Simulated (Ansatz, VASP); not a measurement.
**One calculation of Ti, two programs**

INCAR

```
PREC     = Accurate       # precision mode
ENCUT    = 520            # plane-wave cutoff, eV
EDIFF    = 1E-6           # SCF threshold, eV
ISMEAR   = 0              # smearing method
SIGMA    = 0.15           # smearing width, eV
LREAL    = F              # projectors in reciprocal space
LASPH    = T              # aspherical terms in the spheres
NELM     = 60             # most SCF steps
ALGO     = Normal         # electronic algorithm
ISIF     = 2              # what is computed and relaxed
LWAVE    = F              # write WAVECAR
LCHARG   = T              # write CHGCAR
GGA      = PS             # functional
LELF     = T              # ELF
LVHAR    = T            
NBANDS   = 12             # bands
```

File KPOINTS:

```
regular mesh
0
Gamma
  20 20 20
```

The input POSCAR:

```
Ti
1.0
   -1.6902300000      1.6902300000      1.6902300000
    1.6902300000     -1.6902300000      1.6902300000
    1.6902300000      1.6902300000     -1.6902300000
Ti
1
Direct
    0.0000000000      0.0000000000      0.0000000000
```

Input for Ansatz:

```yaml
crystal:
  lattice:
    - [-1.69023, 1.69023, 1.69023]
    - [1.69023, -1.69023, 1.69023]
    - [1.69023, 1.69023, -1.69023]
  atoms:
    - { symbol: Ti, position: [0.0, 0.0, 0.0] }
basis:
  ecutwfc: 420
kpoints:
  mp_grid: { grid: [20, 20, 20] }
hamiltonian:
  xc: pbesol
scf:
  occupations: { method: gaussian, width: 0.15 }
output:
  forces: true
  stress: true
  eigenvalues: true
  write_density: true
  write_potential: true
  elf: true
  volumetric_format: npy
```

Change from the starting cell: strain +0.030 along x and y, +0.030 along z, atoms carried along.

Alike in both runs: task single point; functional PBEsol; k mesh 20 × 20 × 20; occupations gaussian, width 0.15 eV; no spin polarisation.

|  | VASP | Ansatz |
| --- | --- | --- |
| version | VASP 6.6.1 | Ansatz 0.2.0 |
| potentials or method | VASP PAW PBE potentials, release 64 (Ti_sv) | scalar-relativistic, plane waves, PAW |
| plane-wave cutoff (eV) | 520 | 420 |
| valence electrons in the cell | 12 | 12 |

Ansatz gave:

| Property | Result |
| --- | --- |
| gap on the k mesh at the Fermi level (eV) | none |
| pressure (GPa) | -13.4 |

Task: What did VASP give for the same quantities?

Result: gap on the k mesh at the Fermi level (eV): none; pressure (GPa): -13.5.

A gap of «none» marks a metal or a gap that the smearing closes.

Caveats: the PAW data sets were made with another functional, which shifts forces and pressure a little (VASP).
